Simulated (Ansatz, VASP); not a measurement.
**Two plane-wave programs on BAs**

Contents of INCAR:

```
SYSTEM = BAs
PREC = Accurate ; ENCUT = 600
EDIFF = 1E-6 ; ISMEAR = -1
SIGMA = 0.05 ; LREAL = .False.
LASPH = .True. ; NELM = 100
ALGO = Normal ; ISIF = 3
LWAVE = .False. ; LCHARG = .False.
GGA = RP ; IVDW = 12
IBRION = 2 ; NSW = 60
EDIFFG = -0.01
```

The input KPOINTS:

```
regular mesh
0
Gamma
  10 10 10
  0 0 0
```

POSCAR

```
BAs
1.0
    0.0000000000      2.3885000000      2.3885000000
    2.3885000000      0.0000000000      2.3885000000
    2.3885000000      2.3885000000      0.0000000000
As B
1 1
Direct
    0.7500000000      0.7500000000      0.7500000000
    0.0000000000      0.0000000000      0.0000000000
```

The input input.yaml:

```yaml
crystal:
  lattice:
    - [0.0, 2.3885, 2.3885]
    - [2.3885, 0.0, 2.3885]
    - [2.3885, 2.3885, 0.0]
  atoms:
    - { symbol: As, position: [0.75, 0.75, 0.75] }
    - { symbol: B, position: [0.0, 0.0, 0.0] }
hamiltonian:
  xc: rpbe
  pseudopotentials: { kind: paw }
  dispersion: d3bj
kpoints:
  mp_grid: { grid: [10, 10, 10] }
scf:
  occupations: { method: fermi_dirac, width: 0.05 }
output:
  forces: true
  stress: true
  eigenvalues: true
relax:
  f_tol: 0.01
  max_steps: 40
  cell: { stress_tol: 0.05 }
```

Alike in both runs: task relaxation of cell and atoms; functional RPBE; dispersion D3(BJ); k mesh 10 × 10 × 10; occupations fermi-dirac, width 0.05 eV; no spin polarisation.

|  | VASP | Ansatz |
| --- | --- | --- |
| version | VASP 6.6.1 | Ansatz 0.2.0 |
| potentials or method | VASP PAW PBE potentials, release 64 (As, B) | Ansatz PAW |
| plane-wave cutoff (eV) | 600 | 420 |
| valence electrons in the cell | 8 | 18 |

VASP gave:

| Item | Value |
| --- | --- |
| gap on the k mesh at the Fermi level, each at its own relaxed structure (eV) | 1.09 |
| relaxed volume (Å³/atom) | 12.38 |
| relaxed cell length with the largest relative difference (Å) | 3.272 |
| energy change over the relaxation (meV/atom) | -54 |

Problem. What did Ansatz give for the same quantities?

Solution. gap on the k mesh at the Fermi level, each at its own relaxed structure (eV): 1.10; relaxed volume (Å³/atom): 12.31; relaxed cell length with the largest relative difference (Å): 3.265; energy change over the relaxation (meV/atom): -60.

The two sets of potentials don't hold the same shells in valence.

Caveats: the PAW data sets were made with another functional, which shifts forces and pressure a little (VASP); the plane-wave basis is chosen anew once the cell has moved, so the energies of steps on either side of that aren't comparable (Ansatz); the PAW data sets come from PBE, with cores solved anew for the run's functional, which leaves a small shift of forces and pressure (Ansatz). A k mesh can miss the band edges.
